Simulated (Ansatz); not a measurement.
Ionic part of the dielectric constant of MgO at 1 GPa, mode by mode

These are results of DFT PBE, scalar-relativistic, plane waves, PAW (Ansatz), not measurements. Plane waves to 420 eV; Γ-centred k mesh 10×10×10; fixed occupations. No spin polarisation. Phonons by linear response, acoustic sum rule imposed.

Symmetry: Fm-3m, No. 225, cubic system. The conventional cell has a = 4.244 Å, b = 4.244 Å, c = 4.244 Å, α = 90.00°, β = 90.00°, γ = 90.00°. Mg (site symmetry m-3m) is surrounded by 6 O at 2.12 Å. O (site symmetry m-3m) is surrounded by 6 Mg at 2.12 Å.

The primitive cell has V = 19.12 Å³ and ε∞,zz = 3.232. Each polar mode adds Δε = (4.92064×10⁷/V)·S/ν² along z, with S its oscillator strength in e²/amu, ν in cm⁻¹ and V in Å³.

Problem. From these modes, find each Δε and ε0,zz.
```json
{"ν (cm⁻¹)": "370.8", "S_zz (e²/amu)": "0.4127"}
```

Solution.
```tsv
ν (cm⁻¹)	Δε
370.8	7.73
```

The sum is 7.726, so ε0,zz = 10.96; the run's tensor has 10.96.

Problem. Where do the longitudinal modes lie for a wave vector along z?

Solution. At 683 cm⁻¹. The Lyddane–Sachs–Teller product Π(ν_LO/ν_TO)² = 3.39 matches ε0/ε∞ = 3.39.

Cost: 1 run of about 0.37 core-minutes, on Intel Xeon Processor @ 2.50GHz (Skylake/Cascade Lake) (shared hosts).

The lattice supplies most of the static response of MgO: 7.73 of 10.96, against an electronic ε∞ of 3.232. All of it comes from the one polar mode, in which the Mg and O sublattices move against each other. Its oscillator strength, taken with the reduced mass of the pair, implies Born charges close to the nominal ionic values, as expected for a wide-gap oxide with little covalent charge transfer. The same charges, only weakly screened by the electrons, create the macroscopic field that lifts the longitudinal mode from 370.8 to 683 cm⁻¹.

The transverse mode is softer and ε0 larger than experiment gives for MgO. The likely cause is PBE's overestimated lattice constant, which weakens the short-range repulsion that stiffens this mode; since Δε varies as the inverse square of the frequency, a modest softening is amplified. The Lyddane–Sachs–Teller agreement confirms internal consistency, not accuracy, because both sides rest on the same charges, frequency and ε∞. A single pressure doesn't show how fast compression reduces the ionic part.
